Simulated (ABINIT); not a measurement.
Here is an ABINIT 10.8.3 (patched build) calculation.

Contents of run.abi:

```
# Pseudopotentials
pp_dirpath "./"
pseudos "Ge.upf"

# Structure
acell 3*1.0 Angstrom
rprim
     0.0000000000     2.8289100000     2.8289100000
     2.8289100000     0.0000000000     2.8289100000
     2.8289100000     2.8289100000     0.0000000000
ntypat 1
znucl 32
natom 2
typat 1 1
xred
     0.7500000000     0.7500000000     0.7500000000
     0.5000000000     0.5000000000     0.5000000000

# Plane-wave basis
ecut 952.398519 eV

# k points
kptopt 1
ngkpt 6 6 6
nshiftk 1
shiftk 0.0 0.0 0.0

# Exchange and correlation
ixc -116133

# Bands and occupations
nband 18
occopt 3
tsmear 0.05 eV

# SCF cycle
nstep 100
tolvrs 1.0e-10

# Output
iomode 3
prtwf 0
prtden 0
prteig 0
prtebands 0
enunit 1
```

Potentials or basis: PseudoDojo NC SR PBEsol v0.4.1 standard.

The run is started by

```bash
$ abinit run.abi > log 2>&1
```

Q: Predict the band gap on the k mesh.

A: None (metal or under the smearing width).

Q: What does it give for the pressure?

A: -1.2 GPa.

Caveat: this crystal is a semiconductor, whose small gap the functional closes, so the metal is an error of the method.

**Experimental background.**

“Electronic and optical properties of SixGe1-x-ySny alloys lattice-matched to Ge”, 2021, arxiv:2109.02782 reports, for a bulk crystal of Ge at 293 K: band gap 0.666 eV (indirect).

A measured gap of Ge is 0.666 eV (indirect; 293 K; “Electronic and optical properties of SixGe1-x-ySny alloys lattice-matched to Ge”, 2021, arxiv:2109.02782); the calculated 0.00 eV misses it by -0.67 eV. 3 values of this kind are on record (0.666 to 0.807 eV); this one was drawn at random among those near their median. Spin-orbit coupling on Ge is left out. The value is that of PBEsol on a finite k mesh, which can miss the band edges, without temperature or zero-point motion. Semilocal functionals fall short of measured gaps as a rule.
